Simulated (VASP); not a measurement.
Set up this calculation in VASP 6.6.1, as the native input.

```yaml
Task: band structure
Functional: r2SCAN
Potentials_or_basis: VASP PAW PBE potentials, release 64 (Ba_sv, Ti_sv, O)
Cutoff: 520 eV
k_mesh: 6 × 6 × 6
Occupations: gaussian, width 0.02 eV
Spin: no spin polarisation
Further_INCAR_settings: ALGO = Normal; EDIFF = 1e-06
```

The structure of BaTiO3 lies in POSCAR:

```
BaTiO3
1.0
    2.8279900000      1.6327400000      2.3174400000
   -2.8279900000      1.6327400000      2.3174400000
    0.0000000000     -3.2654800000      2.3174400000
Ba Ti O
1 1 3
Direct
    0.0002100000      0.0002100000      0.0002100000
    0.5121600000      0.5121600000      0.5121600000
    0.4886600000      0.9814000000      0.4886600000
    0.4886600000      0.4886600000      0.9814000000
    0.9814000000      0.4886600000      0.4886600000
```

The cell is a database's computed one.

One way to write it, as run:

INCAR

```
  PREC = Accurate
  ENCUT = 520
  EDIFF = 1E-6
  ISMEAR = 0
  SIGMA = 0.02
  LREAL = F
  LASPH = T
  NELM = 60
  ALGO = Normal
  ISIF = 2
  LWAVE = F
  LCHARG = F
  LMAXMIX = 4
  METAGGA = R2SCAN
  LMIXTAU = T
```

KPOINTS

```
regular mesh
0
Gamma
  6 6 6
```

KPOINTS_OPT

```
path GLB1,BZGX,QFP1Z,LP
10
line-mode
reciprocal
 0.0000000000  0.0000000000  0.0000000000  G
 0.5000000000  0.0000000000  0.0000000000  L

 0.5000000000  0.0000000000  0.0000000000  L
 0.5000000000  0.4975887952 -0.4975887952  B1

 0.5024112048  0.5000000000  0.4975887952  B
 0.5000000000  0.5000000000  0.5000000000  Z

 0.5000000000  0.5000000000  0.5000000000  Z
 0.0000000000  0.0000000000  0.0000000000  G

 0.0000000000  0.0000000000  0.0000000000  G
 0.4987943976  0.0000000000 -0.4987943976  X

 0.5012056024  0.4987943976  0.0000000000  Q
 0.5000000000  0.5000000000  0.0000000000  F

 0.5000000000  0.5000000000  0.0000000000  F
 0.5012056024  0.5012056024  0.4975887952  P1

 0.5012056024  0.5012056024  0.4975887952  P1
 0.5000000000  0.5000000000  0.5000000000  Z

 0.5000000000  0.0000000000  0.0000000000  L
 0.5024112048  0.4987943976  0.4987943976  P
```

Potentials or basis: VASP PAW PBE potentials, release 64 (Ba_sv, Ti_sv, O).

Run with:

```sh
$ cat potpaw_PBE.64/Ba_sv/POTCAR potpaw_PBE.64/Ti_sv/POTCAR potpaw_PBE.64/O/POTCAR > POTCAR
$ mpirun -np 1 vasp_std > vasp.out
```

It gave:

```json
{
  "Pressure": "3.4 GPa",
  "Largest force": "0.111 eV/Å",
  "Band gap on the k mesh": "2.71 eV, indirect (least direct gap 3.10 eV)",
  "Band gap along the path": "2.71 eV, indirect (least direct gap 3.07 eV)"
}
```

Caveat: the PAW data sets were made with another functional, which shifts forces and pressure a little; spin-orbit coupling is left out, which moves the levels of the heavy elements.

It took 3.3 min on 1 thread of Intel(R) Xeon(R) 6975P-C (Granite Rapids), on a shared host, peak memory 0.21 GiB.
